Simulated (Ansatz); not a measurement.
# Ag-Os-Ag stack of (111) layers: electron–phonon coupling and resistivity, part 4 of 5

Aim: how strongly do electrons couple to phonons in Ag-Os-Ag stack of (111) layers, and what resistivity does that give?

Ansatz 0.2.0; DFT PBE, scalar-relativistic, plane waves, PAW; PAW set soft_1.

So far, coupling constant λ: step 8 (electron–phonon run: q 3×3×1, k 9×9×1, scattering 18×18×1) 2.12. Also log mean phonon energy ħω_log (meV): step 8 4.78.

### 9. Coupling and resistivity: scattering mesh 24×24×1

The next rung changes the scattering mesh, which samples the Fermi surface.

input.yaml reads:

```yaml
crystal:
  lattice:
    - [2.7426400609, 0.0, 0.0]
    - [-1.3713200305, 2.3751959662, 0.0]
    - [0.0, 0.0, 32.6490652006]
  atoms:
    - { symbol: Ag, position: [0.0, 0.0, 0.1609410931] }
    - { symbol: Os, position: [0.3333333333, 0.6666666667, 0.2362170234] }
    - { symbol: Ag, position: [0.6666666667, 0.3333333333, 0.3114929537] }
  periodic: [true, true, false]
kpoints:
  mp_grid: { grid: [9, 9, 1] }
hamiltonian:
  xc: pbe
  pseudopotentials: { kind: paw, azcp: { folder: soft_1 } }
scf:
  occupations: { method: methfessel_paxton, width: 0.2 }
output:
  eigenvalues: true
phonons:
  method: dfpt
  qmesh: [3, 3, 1]
  temperatures: { t_max: 1000, t_step: 50 }
  qpath:
    path:
      - [0.0, 0.0, 0.0]
      - [0.5, 0.0, 0.0]
      - [0.33333333, 0.33333333, 0.0]
      - [0.0, 0.0, 0.0]
    npoints: 10
  electrical_resistivity:
    mesh: [24, 24, 1]
    temperatures: [20.0, 50.0, 77.0, 100.0, 150.0, 200.0, 300.0, 400.0, 600.0, 800.0]
  superconductivity: { mesh: [24, 24, 1] }
```

Launch:

```
$ ansatz run input.yaml --threads 4 --pin off --max-ram 12288MiB --backend cpu --events-out ev --progress --plain --runs-dir out
```

Numbers of over 12 decimals in the logs are rounded to 6 here.

Output:

```text
[...]
Crystal: 3 atoms, lattice volume = 212.686 Å³
Basis set: ecut = 420 eV, 4159 PW (Γ), exchange–correlation on 40×40×450 points (8 copies of the dense FFT grid, shifted against one another)
Bands: 33, of which v1, the nominal top of the filled ones, is band 27 counted from 1 (26 counted from 0)
Symmetry: 12 space group operations
k-points: 12 of 81 (irreducible under 6 space group operations, time reversal used)
[...]
SCF iter   1: F=—  HF=-26566.435608 eV  |F-HF|=—  |Δ(HF+E_count)|=         —  Δρ=4.50e-2  dr2=1.81e1  ethr=3.10e-3  ⟨swp⟩=14.8  Hψ=2978  notcnv=0
[...]
SCF iter  13: F=-26564.837513 eV  HF=-26564.837513 eV  |F-HF|=2.87e-10  |Δ(HF+E_count)|=  9.09e-10  S|Δr|=    0.00e0  Δρ=4.21e-8  dr2=6.16e-12  ethr=1.00e-12  ⟨swp⟩=23.0  Hψ=3392  notcnv=0
SCF 1 converged in 13 iterations: F = -26564.837513 eV  dr2 = 6.16e-12
[...]
k-points: 12 of 81
SCF iter   1: F=—  HF=-26566.435608 eV  |F-HF|=—  |Δ(HF+E_count)|=         —  Δρ=4.50e-2  dr2=1.81e1  ethr=3.10e-3  ⟨swp⟩=14.8  Hψ=2978  notcnv=0
[...]
SCF iter  13: F=-26564.837513 eV  HF=-26564.837513 eV  |F-HF|=7.28e-11  |Δ(HF+E_count)|=  9.13e-10  S|Δr|=    0.00e0  Δρ=4.14e-8  dr2=6.01e-12  ethr=1.00e-12  ⟨swp⟩=4.3  Hψ=1194  notcnv=0
SCF 2 converged in 13 iterations: F = -26564.837513 eV  dr2 = 6.01e-12
[...]
SCF converged after 13 iterations
[...]
Free energy (F): -26564.837513 eV
[...]
Internal energy: -26564.841796 eV  (E = F + TS)
E sigma→0 (E₀):  -26564.838584 eV
Entropy (-TS):   0.004283 eV (1.428 meV/atom)
Fermi energy:    -4.975179 eV
[...]
--- Band table (eV; the first three rows and the last of 12) ---
  k-point 0: bands = [... 23 lower, -8.0151, -8.0151, -6.5389, -6.5389, -6.0143, -4.7697, -3.8350, -3.8350, ... 2 higher]
  k-point 1: bands = [... 23 lower, -8.1550, -8.0709, -6.8512, -6.1503, -5.4879, -5.1060, -3.9353, -3.0564, ... 2 higher]
  k-point 2: bands = [... 23 lower, -8.2594, -8.1937, -7.0412, -5.5074, -5.0240, -4.3809, -4.1806, -1.5499, ... 2 higher]
  k-point 11: bands = [... 23 lower, -6.8396, -6.5530, -6.5530, -4.8564, 0.6331, 0.7886, 1.0374, 1.0374, ... 2 higher]
[...]
ASR residual: 1.113e-4 → 0.000e0 eV/Å²; symmetrization residual: 3.623e-7 eV/Å²
[...]
ASR residual per site (eV/Å²): 9.34e-6 1.11e-4 1.06e-5
  Γ frequencies (cm⁻¹): 0.00 0.00 0.00 43.41 43.41 61.27 61.27 98.40 129.35
--- Phonons (arbitrary-q DFPT): 3 irreducible q on the 3×3×1 mesh ---
[...]
interpolated dispersion: 31 rows × 9 modes
[...]
--- Electrical resistivity: potentials and phonons of a 3×3×1 supercell ---
[...]
at the Fermi level of each mesh (of a tensor half of its trace):
[...]
24×24×1                     1.4547              3.5269    2.3456    2.5302           4.815
        12×12×1                     1.3778              3.8266    2.6010    2.8038           5.028
          6×6×1                     1.2115              3.4259    1.7174    1.8947           5.430
  resistivity on the deck's mesh, µΩ·cm:
[...]
20.00      4.1472e0              no      4.1472e0      4.1472e0      0.0000e0        7.9484e0          4.6924e0
     50.00      2.1658e1              no      2.1658e1      2.1658e1      0.0000e0        3.4365e1          2.4064e1
     77.00      3.7553e1              no      3.7553e1      3.7553e1      0.0000e0        5.8067e1          4.1466e1
    100.00      5.0636e1              no      5.0636e1      5.0636e1      0.0000e0        7.7798e1          5.5760e1
    150.00      7.8028e1              no      7.8028e1      7.8028e1      0.0000e0        1.1980e2          8.5689e1
    200.00      1.0450e2              no      1.0450e2      1.0450e2      0.0000e0        1.6118e2          1.1461e2
    300.00      1.5591e2              no      1.5591e2      1.5591e2      0.0000e0        2.4353e2          1.7071e2
    400.00      2.0657e2              no      2.0657e2      2.0657e2      0.0000e0        3.2630e2          2.2596e2
    600.00      3.0870e2              no      3.0870e2      3.0870e2      0.0000e0        4.9417e2          3.3705e2
    800.00      4.1405e2              no      4.1405e2      4.1405e2      0.0000e0        6.6447e2          4.5096e2
  sheet resistance at 20 K: 12.70 Ω
[...]
sheet resistance at 50 K: 66.33 Ω
[...]
sheet resistance at 77 K: 115.0 Ω
[...]
sheet resistance at 100 K: 155.1 Ω
[...]
sheet resistance at 150 K: 239.0 Ω
[...]
sheet resistance at 200 K: 320.1 Ω
[...]
sheet resistance at 300 K: 477.5 Ω
[...]
sheet resistance at 400 K: 632.7 Ω
[...]
sheet resistance at 600 K: 945.5 Ω
[...]
sheet resistance at 800 K: 1268 Ω
[...]
vibrations of 9 cells: unjudged by the run; compare a larger repeat
[...]
--- Superconductivity: potentials and phonons of a 3×3×1 supercell ---
           mesh         λ    ħω_log (meV)  μ* declared at (meV)
        24×24×1    2.3456           4.815                6.162
        12×12×1    2.6010           5.028                6.450
          6×6×1    1.7174           5.430                6.916
  λ by the species' shares of the modes' patterns: Ag 0.8754, Os 1.4702
[...]
0.08      9.226        11.786        11.417        11.520        13.158        13.207         13.192
      0.10      8.883        11.132        10.759        10.865        12.576        12.614         12.603
      0.12      8.538        10.519        10.122        10.229        12.020        12.045         12.039
      0.13      8.364        10.225         9.812         9.919        11.752        11.770         11.767
      0.14      8.190         9.939         9.508         9.613        11.491        11.502         11.502
      0.16      7.840         9.387         8.916         9.016        10.988        10.985         10.992
      0.20      7.134         8.348         7.799         7.884        10.066        10.036         10.057
[...]
vibrations of 9 cells: unjudged by the run; compare a larger repeat
[...]
```

Wall time 4.2 min (4 threads of Arm Neoverse V1, shared host); peak memory 2.3 GiB.

This step gave:

| Property | Result |
| --- | --- |
| sheet resistance 300K | 477.5 Ω/square, mean in the plane |
| resistivity at 300 K | 155.9 μΩ cm, mean of the axes, of the whole cell with its vacuum |
| coupling constant λ | 2.346 |
| density of states at the Fermi level | 1.455 states/eV a spin and cell |
| log mean phonon energy ħω_log | 4.815 meV |
| transport coupling constant λ_tr | 2.53, 2.53, 0 (xx, yy, zz) |
| Drude plasma energy | 3.527, 3.527, 0 eV (xx, yy, zz), of the whole cell with its vacuum |
| second-moment phonon energy ħω₂ | 6.162 meV |

Solved on the 3×3×1 mesh alone; all other wavevectors are interpolated. Phonon branches along the path, in cm⁻¹:

| point | branch 1 | branch 2 | branch 3 | branch 4 | branch 5 | branch 6 | branch 7 | branch 8 | branch 9 |
| --- | --- | --- | --- | --- | --- | --- | --- | --- | --- |
| Γ | 0 | 0 | 0 | 43 | 43 | 61 | 61 | 98 | 129 |
| halfway | 40 | 60 | 67 | 91 | 94 | 104 | 122 | 158 | 162 |
| M | 36 | 45 | 65 | 75 | 120 | 121 | 143 | 219 | 220 |
| halfway | 32 | 33 | 54 | 84 | 128 | 146 | 146 | 210 | 211 |
| K | 27 | 30 | 30 | 102 | 102 | 185 | 185 | 187 | 187 |
| halfway | 40 | 61 | 68 | 100 | 108 | 110 | 125 | 169 | 172 |
| Γ | 0 | 0 | 0 | 43 | 43 | 61 | 61 | 98 | 129 |

The phonon branches as a text plot (rows in cm⁻¹):

```
    215 |                 **********
    206 |               **         ***
    197 |             **              **   *******
    188 |                               ***       **
    179 |           **                  *
    170 |                             **   **       **
    160 |         **                 *       **
    151 |                           *                 ***
    142 |       **      ************           ***    ***
    133 |***  ****  ****        ***               **     **  ****
    124 |   **    **      ******   **          *******     **
    115 |       **    ******         ***   ****       *****
    105 |     **********                ***         *******
     96 |*******  ****                ***  **     *******  ******
     87 |   **  ****  ****         ***       *****    ***  **
     78 |   ******        *********                      **
     69 | ************    *****                   **************
     60 |*****    ********     ****            ***  *****  ******
     50 | ****  **      ****       **        *******     *******
     41 |*    **  ****************   ***     **   *******  **   *
     32 | ****  **          **********  *****  ***       **  ***
     23 |     **                      *********            *****
     14 | ****
      5 |***                                                 ****
         Γ                   M           K                      Γ
```

The Eliashberg function α²F has structure finer than the step of the table below, so its rows give means over 1 meV, whole bins alone (the curve runs from 0.107 to 27.2 meV). Peaks (meV: height): α²F 3.1: 1.91, 3.7: 1.26, 4.6: 1.57, 8.0: 1.10, 15.4: 0.305; α²F tr 3.1: 1.30, 4.6: 1.68, 7.8: 1.10, 11.2: 0.269, 15.4: 0.779, 17.2: 0.671.

The Eliashberg function α²F by phonon energy; means over each step:

| phonon energy (meV) | α²F | α²F tr |
| --- | --- | --- |
| 1 | 2.6e-4 | 9.3e-5 |
| 2 | 0.00156 | 6.1e-4 |
| 3 | 0.913 | 0.689 |
| 4 | 1.14 | 1.10 |
| 5 | 1.23 | 1.48 |
| 6 | 0.632 | 0.797 |
| 7 | 0.422 | 0.588 |
| 8 | 0.662 | 0.742 |
| 9 | 0.0268 | 0.0262 |
| 10 | 0.120 | 0.123 |
| 11 | 0.167 | 0.214 |
| 12 | 0.125 | 0.117 |
| 13 | 0.113 | 0.116 |
| 14 | 0.0785 | 0.0970 |
| 15 | 0.191 | 0.445 |
| 16 | 0.180 | 0.445 |
| 17 | 0.177 | 0.522 |
| 18 | 0.0412 | 0.103 |
| 19 | 0.00903 | 0.0140 |
| 20 | 0.00889 | 0.0105 |
| 21 | 0.00957 | 0.00960 |
| 22 | 0.00917 | 0.00809 |
| 23 | 0.00801 | 0.00905 |
| 24 | 0.0144 | 0.0150 |
| 25 | 0.0202 | 0.0220 |
| 26 | 0.0132 | 0.0152 |

Of the whole cell with its vacuum, so only the sheet resistance is a property of the layer; the means are those of the plane. Resistivity, by row:

| T (K) | ρ_xx (μΩ cm) | ρ_yy | ρ_zz | ρ by Ziman's lowest order, mean | ρ by relaxation times, mean | within 2 % of the coarser mesh |
| --- | --- | --- | --- | --- | --- | --- |
| 20 | 4.147 | 4.147 | - | 7.948 | 4.692 | no |
| 50 | 21.66 | 21.66 | - | 34.37 | 24.06 | no |
| 77 | 37.55 | 37.55 | - | 58.07 | 41.47 | no |
| 100 | 50.64 | 50.64 | - | 77.8 | 55.76 | no |
| 150 | 78.03 | 78.03 | - | 119.8 | 85.69 | no |
| 200 | 104.5 | 104.5 | - | 161.2 | 114.6 | no |
| 300 | 155.9 | 155.9 | - | 243.5 | 170.7 | no |
| 400 | 206.6 | 206.6 | - | 326.3 | 226 | no |
| 600 | 308.7 | 308.7 | - | 494.2 | 337 | no |
| 800 | 414.1 | 414.1 | - | 664.5 | 451 | no |

The cell's resistivity over its height. Sheet resistance, along x against temperature:

| temperature (K) | sheet resistance, along x (Ω/square) |
| --- | --- |
| 20 | 12.7 |
| 50 | 66.3 |
| 77 | 115 |
| 100 | 155 |
| 150 | 239 |
| 200 | 320 |
| 300 | 478 |
| 400 | 633 |
| 600 | 946 |
| 800 | 1268 |

Some points of the scattering mesh along the symmetry lines, up to three branches each (those of largest λ), at most 39 rows; the frequencies are those of the scattering step, which can differ from the solved and plainly interpolated ones; single rows converge slowly. Mode couplings:

| q1 | q2 | q3 | branch | ħω (meV) | λ_q | half width (meV) |
| --- | --- | --- | --- | --- | --- | --- |
| 0.2083 | 0 | 0 | 1 | 4.37 | 0.184 | 0.0161 |
| 0.2083 | 0 | 0 | 3 | 8.45 | 0.0703 | 0.0229 |
| 0.2083 | 0 | 0 | 6 | 13.26 | 0.0594 | 0.0477 |
| 0.4167 | 0 | 0 | 1 | 4.81 | 0.706 | 0.0746 |
| 0.4167 | 0 | 0 | 2 | 6.22 | 0.762 | 0.135 |
| 0.4167 | 0 | 0 | 3 | 7.89 | 0.366 | 0.104 |
| 0.4167 | 0.1667 | 0 | 1 | 3.95 | 1.1 | 0.0785 |
| 0.4167 | 0.1667 | 0 | 2 | 4.04 | 2.31 | 0.172 |
| 0.4167 | 0.1667 | 0 | 3 | 6.69 | 0.57 | 0.117 |
| 0.2083 | 0.2083 | 0 | 1 | 4.68 | 0.191 | 0.0191 |
| 0.2083 | 0.2083 | 0 | 2 | 6.61 | 0.204 | 0.0406 |
| 0.2083 | 0.2083 | 0 | 3 | 8.1 | 0.153 | 0.0459 |

The Eliashberg function α²F has structure finer than the step of the table below, so its rows give means over 1 meV, whole bins alone (the curve runs from 0.107 to 27.2 meV). Peaks (meV: height): α²F 3.1: 1.91, 3.7: 1.26, 4.6: 1.57, 8.0: 1.10, 15.4: 0.305; Ag 3.1: 0.549, 4.6: 0.752, 8.0: 0.384, 12.3: 0.146; Os 3.1: 1.36, 3.7: 0.777, 4.6: 0.816, 8.0: 0.712, 15.4: 0.202.

Eliashberg function α²F against phonon energy; means over each step:

| phonon energy (meV) | α²F | Ag | Os |
| --- | --- | --- | --- |
| 1 | 2.6e-4 | 1.6e-4 | 1.6e-4 |
| 2 | 0.00156 | 8.1e-4 | 7.6e-4 |
| 3 | 0.913 | 0.269 | 0.643 |
| 4 | 1.14 | 0.477 | 0.663 |
| 5 | 1.23 | 0.509 | 0.716 |
| 6 | 0.632 | 0.185 | 0.447 |
| 7 | 0.422 | 0.126 | 0.297 |
| 8 | 0.662 | 0.218 | 0.444 |
| 9 | 0.0268 | 0.0145 | 0.0122 |
| 10 | 0.120 | 0.0942 | 0.0256 |
| 11 | 0.167 | 0.109 | 0.0575 |
| 12 | 0.125 | 0.0823 | 0.0424 |
| 13 | 0.113 | 0.0653 | 0.0474 |
| 14 | 0.0785 | 0.0342 | 0.0443 |
| 15 | 0.191 | 0.0681 | 0.123 |
| 16 | 0.180 | 0.0622 | 0.118 |
| 17 | 0.177 | 0.0512 | 0.126 |
| 18 | 0.0412 | 0.0159 | 0.0253 |
| 19 | 0.00903 | 0.00857 | 4.4e-4 |
| 20 | 0.00889 | 0.00861 | 2.7e-4 |
| 21 | 0.00957 | 0.00938 | 2.0e-4 |
| 22 | 0.00917 | 0.00905 | 1.2e-4 |
| 23 | 0.00801 | 0.00791 | 1.0e-4 |
| 24 | 0.0144 | 0.0143 | 1.2e-4 |
| 25 | 0.0202 | 0.0200 | 1.6e-4 |
| 26 | 0.0132 | 0.0131 | 1.1e-4 |

λ by element:

| share in the modes' patterns | λ |
| --- | --- |
| Ag | 0.8754 |
| Os | 1.47 |

λ by pair of elements:

| motions of the sites of | λ |
| --- | --- |
| Ag-Ag | 0.1128 |
| Ag-Os | -0.05568 |
| Os-Os | 2.288 |

Largest shares of lambda; single rows converge slowly. Strongest modes:

| q1 | q2 | q3 | star | branch | ħω (meV) | λ_q | half width (meV) |
| --- | --- | --- | --- | --- | --- | --- | --- |
| 0.2917 | 0.3333 | 0 | 12 | 1 | 3.018 | 8.687 | 0.3615 |
| 0.25 | 0.3333 | 0 | 12 | 1 | 2.96 | 5.783 | 0.2315 |
| 0.2917 | 0.3333 | 0 | 12 | 2 | 3.775 | 4.55 | 0.2963 |
| 0.2917 | 0.2917 | 0 | 6 | 1 | 2.773 | 5.987 | 0.2104 |
| 0.25 | 0.2917 | 0 | 12 | 1 | 3.099 | 2.968 | 0.1302 |
| 0.3333 | 0.3333 | 0 | 2 | 1 | 3.39 | 17.62 | 0.925 |
| 0.2917 | 0.3333 | 0 | 12 | 3 | 4.443 | 2.933 | 0.2646 |
| 0.25 | 0.3333 | 0 | 12 | 2 | 4.195 | 2.473 | 0.1989 |

300 K. The cumulative share of the conductivity, along x by mean free path:

| mean free path (nm) | cumulative share of the conductivity, along x |
| --- | --- |
| 0.282 | 0.00443 |
| 0.316 | 0.00892 |
| 0.355 | 0.0170 |
| 0.398 | 0.0207 |
| 0.447 | 0.0245 |
| 0.501 | 0.0342 |
| 0.562 | 0.0455 |
| 0.631 | 0.0528 |
| 0.708 | 0.0686 |
| 0.794 | 0.0881 |
| 0.891 | 0.124 |
| 1 | 0.181 |
| 1.12 | 0.290 |
| 1.26 | 0.421 |
| 1.41 | 0.479 |
| 1.58 | 0.534 |
| 1.78 | 0.561 |
| 2.00 | 0.567 |
| 2.24 | 0.578 |
| 2.51 | 0.583 |
| 2.82 | 0.586 |
| 3.16 | 0.587 |
| 3.55 | 0.594 |
| 3.98 | 0.632 |
| 4.47 | 0.648 |
| 5.01 | 0.684 |
| 5.62 | 0.782 |
| 6.31 | 0.895 |
| 7.08 | 0.959 |
| 7.94 | 0.996 |

Resistivity by mesh:

| mesh | T (K) | mean rho (μΩ cm) |
| --- | --- | --- |
| 24x24x1 | 20 | 4.147 |
| 24x24x1 | 300 | 155.9 |
| 24x24x1 | 800 | 414.1 |
| 12x12x1 | 20 | 3.478 |
| 12x12x1 | 300 | 147.2 |
| 12x12x1 | 800 | 396.9 |
| 6x6x1 | 20 | 3.024 |
| 6x6x1 | 300 | 134.4 |
| 6x6x1 | 800 | 414.3 |

Rigid bands, phonons held. The density of states per spin and coupling constant by shift of the Fermi level:

| shift of the Fermi level (eV) | N (states/eV a spin) | λ |
| --- | --- | --- |
| -0.0818 | 1.59 | 2.62 |
| -0.0767 | 1.58 | 2.62 |
| -0.0733 | 1.57 | 2.61 |
| -0.0682 | 1.56 | 2.59 |
| -0.0648 | 1.55 | 2.58 |
| -0.0597 | 1.53 | 2.56 |
| -0.0545 | 1.51 | 2.54 |
| -0.0511 | 1.50 | 2.55 |
| -0.0460 | 1.51 | 2.59 |
| -0.0426 | 1.54 | 2.63 |
| -0.0375 | 1.49 | 2.50 |
| -0.0324 | 1.48 | 2.47 |
| -0.0290 | 1.48 | 2.45 |
| -0.0239 | 1.50 | 2.42 |
| -0.0205 | 1.51 | 2.41 |
| -0.0153 | 1.51 | 2.38 |
| -0.0102 | 1.50 | 2.37 |
| -0.0068 | 1.45 | 2.36 |
| -0.0017 | 1.46 | 2.35 |
| 0.0017 | 1.45 | 2.34 |
| 0.0068 | 1.50 | 2.35 |
| 0.0102 | 1.48 | 2.35 |
| 0.0153 | 1.40 | 2.20 |
| 0.0205 | 1.35 | 2.19 |
| 0.0239 | 1.31 | 2.17 |
| 0.0290 | 1.27 | 2.18 |
| 0.0324 | 1.22 | 2.16 |
| 0.0375 | 1.15 | 2.13 |
| 0.0426 | 1.12 | 2.10 |
| 0.0460 | 1.10 | 2.09 |
| 0.0511 | 1.07 | 2.03 |
| 0.0545 | 1.07 | 2.01 |
| 0.0597 | 1.04 | 1.96 |
| 0.0648 | 1.04 | 1.97 |
| 0.0682 | 1.05 | 1.99 |
| 0.0733 | 1.05 | 2.00 |
| 0.0767 | 1.08 | 2.06 |
| 0.0818 | 1.08 | 2.08 |

Table of share of the Fermi-level states by lambda of a state:

| lambda of a state | share of the Fermi-level states |
| --- | --- |
| 0.39 | 0.0605 |
| 0.55 | 0.0209 |
| 0.72 | 0 |
| 0.88 | 0.0101 |
| 1.05 | 5.0e-4 |
| 1.21 | 0.0161 |
| 1.37 | 0.223 |
| 1.54 | 0.0059 |
| 1.70 | 6.0e-4 |
| 1.87 | 0.0057 |
| 2.03 | 0.0012 |
| 2.19 | 0.0087 |
| 2.36 | 0.134 |
| 2.52 | 0.001 |
| 2.68 | 0.0464 |
| 2.85 | 0.201 |
| 3.01 | 0.029 |
| 3.18 | 0.0443 |
| 3.34 | 0 |
| 3.50 | 0.0919 |
| 3.67 | 0.0981 |
| 3.83 | 1.0e-4 |
| 4.00 | 0 |
| 4.16 | 8.0e-4 |

No LO-TO term; unit eigenvectors of the mass-weighted matrix. The modes at Γ (shares of kinetic energy by element, %):

| mode | frequency (cm⁻¹) | symmetry | Ag % | Os % |
| --- | --- | --- | --- | --- |
| 1 | 0.0 | unnamed | 53 | 47 |
| 2 | 0.0 | unnamed | 53 | 47 |
| 3 | 0.0 | unnamed | 53 | 47 |
| 4 | 43.4 | Eg | 100 | 0 |
| 5 | 43.4 | Eg | 100 | 0 |
| 6 | 61.3 | Eu | 47 | 53 |
| 7 | 61.3 | Eu | 47 | 53 |
| 8 | 98.4 | A1g | 100 | 0 |
| 9 | 129.3 | A2u | 47 | 53 |

Displacements in mode 5 (43.4 cm⁻¹), the largest set to 1:
```
Ag1 -1.00  0.17  0.00
Os2  0.00  0.00  0.00
Ag3  1.00 -0.17  0.00
```

Displacements in mode 7 (61.3 cm⁻¹), the largest set to 1:
```
Ag1 -0.88  0.17  0.00
Os2  1.00 -0.19  0.00
Ag3 -0.88  0.17  0.00
```

The self-energy step met imaginary modes, so this run fell back to plain Fourier phonons and is not comparable with runs that kept it. Some states were left unconverged by the eigensolver. By its own test the run is not converged in the mesh. λ = 2.35 and 478 Ω per square at 300 K, against 2.12 and 497 in the run with q 3×3×1, k 9×9×1, scattering 18×18×1 (+10.9 % and -3.9 %). The run's own test puts 6 % between its two finest meshes on the component of the resistivity at 300 K that moves most, more than that change. By the run's own test λ moves by 11 % between its two finest scattering meshes. A coarser mesh gave an imaginary mode at a wavevector that this mesh lacks.

[end of part 4 of 5]

[Logs are printed without paths, hosts, clocks, repeated set-up lines and the standing remarks that a program may print on its own settings, such as how far it seeks lower states.]

[Hosts, paths, dates, database ids (printed as entryN), source tags and the programs' standing remarks are cut or masked in the printed files.]
